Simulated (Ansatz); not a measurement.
Theory: DFT PBE, scalar-relativistic, plane waves, PAW in Ansatz. Settings: cutoff 420 eV, Γ-centred meshes spaced at most about 0.3 Å⁻¹, and about 0.25 Å⁻¹ or finer for metals (2π included), Gaussian smearing. No spin polarisation in the final relaxations.

These are static total energies at zero pressure. All come from trial cells, and lower structures may exist.

Question: Order these relaxed structures of SnO₂ by energy, lowest first, with the energy over the lowest of them.
A.

```
Sn O
1.0
     0.00000    2.57161    2.57161
     2.57161    0.00000    2.57161
     2.57161    2.57161    0.00000
Sn O
1 2
Direct
  0.50000 0.50000 0.50000
  0.75000 0.75000 0.75000
  0.25000 0.25000 0.25000
```

B.

```
Sn O
1.0
    -5.06910    5.06910    5.06910
     5.06910   -5.06910    5.06910
     5.06910    5.06910   -5.06910
Sn O
6 12
Direct
  0.75000 0.25000 0.50000
  0.25000 0.75000 0.50000
  0.50000 0.25000 0.75000
  0.75000 0.50000 0.25000
  0.50000 0.75000 0.25000
  0.25000 0.50000 0.75000
  0.71738 0.28256 0.71738
  0.71744 0.43482 0.43482
  0.56518 0.00000 0.28262
  0.00000 0.28262 0.56518
  0.28262 0.00000 0.56518
  0.00000 0.56518 0.28262
  0.43482 0.71744 0.43482
  0.28256 0.71738 0.71738
  0.56518 0.28262 0.00000
  0.43482 0.43482 0.71744
  0.71738 0.71738 0.28256
  0.28262 0.56518 0.00000
```

Answer: A (0 meV/atom), B (90 meV/atom). Forms: A fluorite type, Fm-3m; B I-43m. Counting O atoms around Sn (those within 1.25 times the shortest such distance or 1.15 times the sum of covalent radii): A has Sn 8; B has Sn 4.

Cells relaxed within their symmetry can be saddle points. The part of the Crystallography Open Database at hand lists SnO2 in space group No. 136, which no cell shown has. Some structure types and database cells were kept out of the candidates from the start, so a known form may be missing.
